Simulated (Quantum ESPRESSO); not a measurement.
Fe2O3 (Hematite) under changes of volume

One of the cells (10.091 Å³/atom); the others are scaled copies at fixed shape and fractional positions:

```
Fe O
1.0
     2.51900    1.45435    4.59067
    -2.51900    1.45435    4.59067
     0.00000   -2.90869    4.59067
Fe O
4 6
Direct
  0.35530 0.35530 0.35530
  0.14470 0.14470 0.14470
  0.64470 0.64470 0.64470
  0.85530 0.85530 0.85530
  0.55590 0.25000 0.94410
  0.25000 0.94410 0.55590
  0.94410 0.55590 0.25000
  0.44410 0.75000 0.05590
  0.75000 0.05590 0.44410
  0.05590 0.44410 0.75000
```

```yaml
Program: Quantum ESPRESSO 7.5
Functional: PBEsol
Potentials_or_basis: GBRV 1.5 PBEsol
Cutoff: 612 eV
Density_cutoff: 4898 eV
k_mesh: 4 × 4 × 4
Occupations: fermi-dirac, width 0.05 eV
Spin: collinear spin, ferromagnetic start
Starting_moments: "[3.0, 3.0, 3.0, 3.0, 0.0, 0.0, 0.0, 0.0, 0.0, 0.0] μB"
```

```csv
volume (Å³/atom),energy over the lowest point (meV/atom),pressure (GPa),moment (μB per cell),largest force (eV/Å)
9.485,0.00,-6.9,11.49,1.310
9.687,6.61,-6.5,13.24,1.115
9.889,15.92,-8.8,13.89,1.008
10.091,?,?,?,?
10.293,40.10,-11.0,15.89,0.657
10.494,54.26,-12.7,16.48,0.537
10.696,71.07,-14.5,16.99,0.426
```

Problem. What does the run at 10.091 Å³/atom give?

Solution. Energy over the lowest point 27.96 meV/atom; pressure -9.9 GPa; moment 14.91 μB per cell; largest force 0.833 eV/Å.

Worked out: A Birch-Murnaghan fit of order 3 (a polynomial in V^(-2/3)) to the other rows has no minimum within the range. It gives 26.91 meV/atom at 10.091 Å³/atom, against the run's 27.96, and -dE/dV = -9.6 GPa, against -9.9. A parabola through the other rows of the moment, of slope 4.42 μB per Å³/atom there, gives 15.06 μB, against the run's 14.91.

Energies are extrapolated to zero smearing.

Caveats: all runs use coarse meshes; only a ferromagnetic start was run, and an antiferromagnetic order may lie lower in energy; forces of over 1 eV/Å show positions far from the minimum, so gaps and moduli don't describe the material at rest (some runs).
